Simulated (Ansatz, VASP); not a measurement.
**H11NO4 in VASP and in Ansatz**

```
O H N
1.0
     5.41750    0.00000    0.00000
     0.00000    5.41750    0.00000
     0.00000    0.00000    5.41750
O H N
4 11 1
Direct
  0.47478 0.04871 0.48258
  0.66791 0.82257 0.90064
  0.02256 0.71921 0.54439
  0.39958 0.40178 0.94173
  0.48958 0.90845 0.37047
  0.59702 0.16599 0.40336
  0.59784 0.91674 0.76066
  0.56425 0.67103 0.90615
  0.15224 0.84262 0.56203
  0.91405 0.74707 0.68857
  0.38641 0.29141 0.79981
  0.50469 0.31436 0.06063
  0.94156 0.38385 0.39687
  0.93821 0.12483 0.23364
  0.89041 0.39551 0.10820
  0.84952 0.29037 0.25940
```

Alike in both runs: functional PBE; dispersion D3(BJ); k mesh 1 × 1 × 1; occupations fermi-dirac, width 0.05 eV; no spin polarisation.

Ansatz relaxed the structure, and its values are those at the end. VASP's run is a single point on that final structure, the one shown.

```csv
,VASP,Ansatz
version,VASP 6.6.1,Ansatz 0.2.0
potentials or method,"VASP PAW PBE potentials, release 64 (O, H, N)","scalar-relativistic, plane waves, PAW"
plane-wave cutoff (eV),520,420
valence electrons in the cell,40,40
```

Ansatz gave:

| Item | Value |
| --- | --- |
| gap on the k mesh at the Fermi level (eV) | 4.67 |
| rms of the force components (eV/Å) | 0.084 |
| dispersion energy (meV/atom) | -33.9 |

Question: What did VASP give for the same quantities?

Answer: gap on the k mesh at the Fermi level (eV): 4.66; rms of the force components (eV/Å): 0.083; dispersion energy (meV/atom): -33.9.

Ansatz warned: «xc_potential_rough_in_thin_density».
